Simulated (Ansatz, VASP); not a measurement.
## Cross-check of SiHCF (F-SiC-H chair, 1 layer) between VASP and Ansatz

Aim: how closely do two programs agree when they are given the same cell, functional and k mesh? The structure shown is the start of the Ansatz relaxation below; VASP solves that cell, so the two are compared at the walk's first step.

Method: plane waves, with VASP 6.6.1 beside it; single point at PBE, in Ansatz 0.2.0.

### Step 1. The starting structure

The cell holds 4 atoms: 1 H, 1 C, 1 Si and 1 F. Cell: a = 3.086 Å, b = 3.085 Å, c = 20.373 Å, α = 90.0°, β = 90.0°, γ = 120.0°. Vacuum lies along c.

### Step 2. Ansatz: relaxation, PBE

Ansatz runs on its default PAW (the set named soft_2) files.

The two programs are compared at the cell with which this relaxation starts, whose forces are those of its first step.

Contents of input.yaml:

```yaml
crystal:
  lattice:
    - [3.0855, 0.0, 0.0]
    - [-1.54275, 2.6721213834, 0.0]
    - [0.0, 0.0, 20.3733333333]
  atoms:
    - { symbol: H, position: [0.6666666667, 0.3333333333, 0.4172120419] }
    - { symbol: C, position: [0.6666666667, 0.3333333333, 0.4697316754] }
    - { symbol: Si, position: [0.3333333333, 0.6666666667, 0.5003272251] }
    - { symbol: F, position: [0.3333333333, 0.6666666667, 0.5827879581] }
kpoints:
  mp_grid: { grid: [12, 12, 1] }
hamiltonian:
  xc: pbe
scf:
  occupations: { method: fermi_dirac, width: 0.05 }
  convergence: { dr2_threshold: 1.0e-08 }
efield:
  axis: 3
  dipole_correction: true
  ramp_position: 0.97
  ramp_width: 0.04
relax:
  f_tol: 0.01
  cell: { fix: [c, alpha, beta] }
output:
  write_potential: true
  write_density: true
  volumetric_format: npy
```

Command:

```
$ ansatz run input.yaml --threads 2 --pin off --max-ram 4096MiB --backend cpu --events-out ev --progress --plain --runs-dir out
```

Numbers of over 12 decimals in the logs are rounded to 6 here.

The log of the run:

```text
Warning: relax.cell: scf.convergence.dr2_threshold = 1e-8 eV is looser than the 4e-10 eV advised for a relaxation that steers and ends on the stress (1e-10 eV for each atom of the cell: 4). What an SCF threshold leaves in a stress goes as its square root, and in the free energy as the threshold itself, and one threshold admits the most on a small cell: [figures from the program's tests cut] Set scf.convergence.dr2_threshold to 4e-10 eV or tighter. The threshold is an SCF's pass mark: one that does not reach it within its budget of iterations ends unconverged, or closes short of it on a stop that the run arms, and scf.convergence.dr2_threshold's page says what that costs each kind of run
Engine: ansatz 0.2.0, aarch64-unknown-linux-gnu
Pseudopotentials: kind: paw
Pseudopotential: H, paw, valence charge 1, recommended cutoff 420 eV (normal), H.paw.azcp
Pseudopotential: C, paw, valence charge 4, recommended cutoff 420 eV (normal), C.paw.azcp
Pseudopotential: Si, paw, valence charge 4, recommended cutoff 420 eV (normal), Si.paw.azcp
Pseudopotential: F, paw, valence charge 7, recommended cutoff 420 eV (normal), F.paw.azcp
Functional definition: PBE
  parameter kappa = 0.804
  parameter beta = 0.066725
  exchange = pbe_x(kappa = kappa, mu = beta*pi^2/3)
  correlation = pbe_c(beta = beta)
Crystal: 4 atoms, lattice volume = 167.975 Å³
Basis set: ecut = 420 eV, 3297 PW (Γ), exchange–correlation on 48×48×288 points (8 copies of the dense FFT grid, shifted against one another)
Bands: 12, of which v1, the nominal top of the filled ones, is band 8 counted from 1 (7 counted from 0)
Symmetry: 6 space group operations
Space group: P3m1 (ITA 156), of the structure as read, at distance tolerance 5.5e-5 Å
k-points: 19 of 144 (time reversal used)
Non-local potential: H, projectors of the file, l = 0: 2, l = 1: 1
Non-local potential: C, projectors of the file, l = 0: 2, l = 1: 2, l = 2: 1
Non-local potential: Si, projectors of the file, l = 0: 2, l = 1: 2, l = 2: 2
Non-local potential: F, projectors of the file, l = 0: 2, l = 1: 2, l = 2: 1
PAW form: soft (Blöchl's): semilocal exchange-correlation on the pseudo side does not see the compensation charge
PAW one-centre angular grid: H, 110 points (default); XC on 64 Gauss nodes
PAW one-centre angular grid: C, 110 points (default); XC on 64 Gauss nodes
PAW one-centre angular grid: Si, 110 points (default); XC on 64 Gauss nodes
PAW one-centre angular grid: F, 110 points (default); XC on 64 Gauss nodes
Initial density: superposition of atomic densities (neutral atoms: chi_scale 0, normalization atom), corrected by the library's trained network
Initial wavefunctions: pseudopotential atomic-orbital guess
Functional: x = pbe(κ = 0.804, μ = 0.219515), c = pbe(β = 0.066725)
SCF iter   1: F=—  HF=-1712.392407 eV  |F-HF|=—  |Δ(HF+E_count)|=         —  Δρ=1.93e-3  dr2=2.10e-2  ethr=1.77e-3  p=-0.206 e·Å  D=-2.22e-1 V/Å  ΔV_dip=4.52 eV  dr2_dipole=5.44e-4  V_vac-E_F(+/−)=7.29/2.77 eV  ⟨swp⟩=8.2  Hψ=1870  notcnv=0
efield: sawtooth ramp at fractional position 0.9700 (set: `efield.ramp_position`, or a place that a band, a saddle search or an elastic batch's reference lends), width 0.0400; the density the first Hamiltonian is built on has a dipole p = -0.206 e·Å; the dipole correction subtracts the counter field D = -2.22e-1 V/Å, which shifts the + side's vacuum level by +4.52 eV against the − side's; the planar-averaged density in the ramp window peaks in size at 7.2e-6 e/Å³
preconditioner: auto → none  [insulator: Δε(μ)=3.365 eV  Ē_g=11.333 eV  σ=0.050 eV  W_gap=1.00  n_scr=10 (ndim 8)  ℏωp=10.7 eV  f_vac=0.713  D(μ)=0.00/eV (n_scr^D=0)  ε∞_Penn≈1.9]
SCF iter   2: F=—  HF=-1712.394872 eV  |F-HF|=—  |Δ(HF+E_count)|=   2.47e-3  Δρ=1.91e-3  dr2=1.44e-2  ethr=1.32e-4  p=-0.190 e·Å  D=-2.05e-1 V/Å  ΔV_dip=4.17 eV  dr2_dipole=3.58e-3  V_vac-E_F(+/−)=6.85/2.68 eV  ⟨swp⟩=3.6  Hψ=621  notcnv=0
SCF iter   3: F=—  HF=-1712.391351 eV  |F-HF|=—  |Δ(HF+E_count)|=   3.52e-3  Δρ=6.36e-4  dr2=1.28e-3  ethr=8.98e-5  p=-0.211 e·Å  D=-2.27e-1 V/Å  ΔV_dip=4.62 eV  dr2_dipole=1.17e-6  V_vac-E_F(+/−)=7.18/2.55 eV  ⟨swp⟩=3.2  Hψ=459  notcnv=0
SCF iter   4: F=—  HF=-1712.391658 eV  |F-HF|=—  |Δ(HF+E_count)|=   3.06e-4  Δρ=2.89e-4  dr2=1.72e-4  ethr=8.00e-6  p=-0.217 e·Å  D=-2.33e-1 V/Å  ΔV_dip=4.75 eV  dr2_dipole=1.33e-6  V_vac-E_F(+/−)=7.20/2.45 eV  ⟨swp⟩=2.1  Hψ=432  notcnv=0
SCF iter   5: F=—  HF=-1712.391772 eV  |F-HF|=—  |Δ(HF+E_count)|=   1.15e-4  Δρ=8.10e-5  dr2=9.98e-6  ethr=1.08e-6  p=-0.219 e·Å  D=-2.35e-1 V/Å  ΔV_dip=4.80 eV  dr2_dipole=1.14e-7  V_vac-E_F(+/−)=7.22/2.42 eV  ⟨swp⟩=2.1  Hψ=404  notcnv=0
[...]
relax step   7: F+E_penalty+E_count = -1712.56132179 eV  Δ(F+E_penalty+E_count) = +1.058e-4 eV  max|allowed force component| = 8.812e-3 eV/Å  Δτ_max = 0.0004 Å  P = +0.010 GPa  Ω = 172.793 Å³  energy of the carried Pulay correction = -1.456e-4 eV  fix = [c, alpha, beta]  reactions: c -0.002 GPa  (6 SCF iters, accepted)
iter 1 solved again at ethr=1.02e-6 eV; its pass at ethr=3.10e-3 eV (dr2=1.64e-4 eV) is discarded
SCF iter   1: F=—  HF=-1712.561096 eV  |F-HF|=—  |Δ(HF+E_count)|=         —  Δρ=1.39e-5  dr2=2.10e-8  ethr=1.02e-6  p=-0.200 e·Å  D=-2.09e-1 V/Å  ΔV_dip=4.27 eV  dr2_dipole=4.38e-10  V_vac-E_F(+/−)=6.83/2.57 eV  ⟨swp⟩=3.6  Hψ=2552  notcnv=0
efield: sawtooth ramp at fractional position 0.9700 (set: `efield.ramp_position`, or a place that a band, a saddle search or an elastic batch's reference lends), width 0.0400; the density the first Hamiltonian is built on has a dipole p = -0.200 e·Å; the dipole correction subtracts the counter field D = -2.09e-1 V/Å, which shifts the + side's vacuum level by +4.27 eV against the − side's; the planar-averaged density in the ramp window peaks in size at 3.5e-6 e/Å³
eigensolver tolerance schedule: the retry pair's looser diagonalisation over-reported the residual by 7786.82 of it (diagonalisation noise at an unbounded share of the residual, at the tolerance the schedule requests for it); recorded, not acted on — ethr = c·dr2/N_el stays at c = 1.0e-1
preconditioner: auto → none  [insulator: Δε(μ)=3.530 eV  Ē_g=11.556 eV  σ=0.050 eV  W_gap=1.00  n_scr=10 (ndim 8)  ℏωp=10.6 eV  f_vac=0.722  D(μ)=0.00/eV (n_scr^D=0)  ε∞_Penn≈1.8]
SCF iter   2: F=—  HF=-1712.561376 eV  |F-HF|=—  |Δ(HF+E_count)|=   2.80e-4  Δρ=7.76e-6  dr2=2.15e-8  ethr=1.31e-10  p=-0.200 e·Å  D=-2.09e-1 V/Å  ΔV_dip=4.27 eV  dr2_dipole=1.27e-9  V_vac-E_F(+/−)=6.83/2.56 eV  ⟨swp⟩=4.1  Hψ=612  notcnv=0
iter 3 met the thresholds in force, and the SCF goes on: an eigenvalue changes by 75.04 meV, over its tolerance of 3.16 meV (output.eigenvalues, Limitations)
SCF iter   3: F=-1712.561411 eV  HF=-1712.561390 eV  |F-HF|=2.13e-5  |Δ(HF+E_count)|=   1.39e-5  Δρ=4.83e-6  dr2=2.74e-9  ethr=6.25e-11  p=-0.200 e·Å  D=-2.10e-1 V/Å  ΔV_dip=4.27 eV  dr2_dipole=1.08e-10  V_vac-E_F(+/−)=6.83/2.56 eV  ⟨swp⟩=10.8  Hψ=1945  notcnv=0
iter 4 met the thresholds in force, and the SCF goes on: an eigenvalue changes by 45.76 meV, over its tolerance of 3.16 meV (output.eigenvalues, Limitations)
SCF iter   4: F=-1712.561411 eV  HF=-1712.561403 eV  |F-HF|=7.78e-6  |Δ(HF+E_count)|=   1.35e-5  Δρ=2.36e-6  dr2=9.70e-10  ethr=1.71e-11  p=-0.200 e·Å  D=-2.09e-1 V/Å  ΔV_dip=4.27 eV  dr2_dipole=8.47e-11  V_vac-E_F(+/−)=6.83/2.56 eV  ⟨swp⟩=9.6  Hψ=1847  notcnv=0
Mixer restart at iter 4: flushing history
SCF iter   5: F=-1712.561411 eV  HF=-1712.561411 eV  |F-HF|=5.42e-9  |Δ(HF+E_count)|=   7.79e-6  Δρ=1.07e-6  dr2=4.94e-9  ethr=6.06e-12  p=-0.200 e·Å  D=-2.10e-1 V/Å  ΔV_dip=4.27 eV  dr2_dipole=8.32e-10  V_vac-E_F(+/−)=6.83/2.56 eV  ⟨swp⟩=10.1  Hψ=1875  notcnv=0
SCF 8 converged in 5 iterations: F = -1712.561411 eV  dr2 = 4.94e-9
relax step   8: F+E_penalty+E_count = -1712.56141080 eV  Δ(F+E_penalty+E_count) = -8.901e-5 eV  max|allowed force component| = 8.877e-3 eV/Å  Δτ_max = 0.0000 Å  P = +0.011 GPa  Ω = 172.793 Å³  fix = [c, alpha, beta]  reactions: c -0.002 GPa  stress off target by 1.70e-2 GPa on what of the cell is left free  SCF on the basis re-selected at this cell (its energy is not comparable with the rows above)  (5 SCF iters)
basis re-selected at this cell: Δ(F+E_penalty+E_count) = -8.901e-5 eV, ΔP = +0.001 GPa vs the last step (what re-selecting the basis moved, of the pressure what is left beyond the Pulay correction that the steps carried, after the strain that the cell walked since its last selection, with what the two solves' SCF thresholds leave and, on support functions, any second-order correction that the steps lacked; it is no m [...]
WARN: The output density's exchange-correlation potential varies sharply where the density is thin. Do not read a vacuum level from v_tot or v_xc, or from such a field of the output density. On a cell that repeats whose density bears no net charge and no dipole along the vacuum's axis use v_es (v_loc + v_h of the components); under efield.dipole_correction with no amplitude use v_es + v_field, which holds any externa [...]
SCF converged after 5 iterations
an eigenvalue changed by more than its tolerance at an iteration that met the thresholds in force, so the SCF went on 2 times, its first undamped step at iteration 4: the last check found none over its tolerance
Free energy (F): -1712.561411 eV
Harris-Foulkes:  -1712.561411 eV  (|F-HF|=5.42e-9)
Internal energy: -1712.561411 eV  (E = F + TS)
E sigma→0 (E₀):  -1712.561411 eV
Fermi energy:    -2.193208 eV
Dipole field:    D = -0.209465 V/Å  (p = -0.200021 e·Å, saw-weighted, corrected)
Work function:   Φ+ = 6.8312 eV   Φ− = 2.5637 eV
Levels:          The Fermi level and band energies are counted from a zero that moves with the ramp; work functions are not
--- Per-component energies (eV) ---
  E_band       = -179.014480
  E_kinetic    = 355.288062
  E_local      = -6810.698039  (includes V_loc(G=0)·N_el)
  E_nonlocal   = 126.302922
  E_hartree    = 3222.836145
  E_xc         = -193.256115
  E_vxc        = -221.775816  (∫ρ·V_xc dr)
  E_paw        = -813.215429  (= ΣΔE_a)
  E_vpaw       = -76.072554  (= ΣTr[D̂ρ^β])
  E_aug_tail   = 0.000798  (compensation charges beyond the density's cutoff)
  E_efield     = 0.020949  (sawtooth field / dipole correction)
  E_vefield    = 2.264963  (∫n·V_field dr)
  E_ewald      = 2400.159296
  E_smearing   = -0.000000  (= −TS)
  E_closure    = 0.000000  (closes the sum)
  Σ components = -1712.561411   (vs F -1712.561411, Δ=0.00e0)
--- Forces (eV/Å), atoms counted from 1 ---
  atom   1  H     -0.00000000     0.00000000     0.00099461
  atom   2  C      0.00000000    -0.00000000    -0.00736162
  atom   3  Si    -0.00000000     0.00000000     0.00885320
  atom   4  F      0.00000000    -0.00000000    -0.00258329
  max |Σ_I F_I| component: 9.71e-5 eV/Å
--- Stress (GPa, compression-positive) ---
        0.016967      -0.000000      -0.000000
       -0.000000       0.016967      -0.000000
       -0.000000      -0.000000      -0.001785
  P = ⅓ Tr σ = 0.0107 GPa (0.107 kbar)
--- Band table (eV; the first three rows and the last of 19) ---
  k-point 0: bands = [... 4 lower, -7.0388, -7.0388, -3.9748, -3.9748, -0.4409, 0.9659, 1.3809, 2.3712]
  k-point 1: bands = [... 4 lower, -7.0846, -7.0668, -4.4953, -4.0980, -0.3053, 1.1069, 1.6859, 2.5447]
  k-point 2: bands = [... 4 lower, -7.2075, -7.1445, -5.5956, -4.3991, 0.0893, 1.5167, 1.9227, 2.9502]
  k-point 18: bands = [... 4 lower, -8.7474, -8.1661, -7.0017, -6.5709, 2.7860, 3.1662, 4.5137, 5.5635]
--- Relaxed structure (6 steps of the walk, 6 accepted, 2 SCFs on fresh bases) ---
  F+E_penalty+E_count = -1712.56141080 eV   max|allowed force component| = 8.877e-3 eV/Å   (the final SCF, on the basis selected at the relaxed cell)
  cell:  # Å, volume = 172.7933 Å³
    - [3.129443, 0.0, 0]
    - [-1.564721, 2.710177, 0]
    - [0, 0, 20.3733333333]
  atoms:
    - { symbol: H, position: [0.666667, 0.333333, 0.418417] }
    - { symbol: C, position: [0.666667, 0.333333, 0.472768] }
    - { symbol: Si, position: [0.333333, 0.666667, 0.500225] }
    - { symbol: F, position: [0.333333, 0.666667, 0.578649] }
```

Reading the cycles: dr2 is the Hartree energy of the density residual (eV), the measure of convergence; HF is the Harris–Foulkes estimate of the energy, which meets the free energy F at convergence.

[end of part 1 of 2]

[Lines on the potential files, build, host, timing and source positions are cut from VASP's logs without a mark.]

[Logs are printed without paths, hosts, clocks, repeated set-up lines and the standing remarks that a program may print on its own settings, such as how far it seeks lower states.]

[Hosts, paths, dates, database ids (printed as entryN), source tags and the programs' standing remarks are cut or masked in the printed files.]
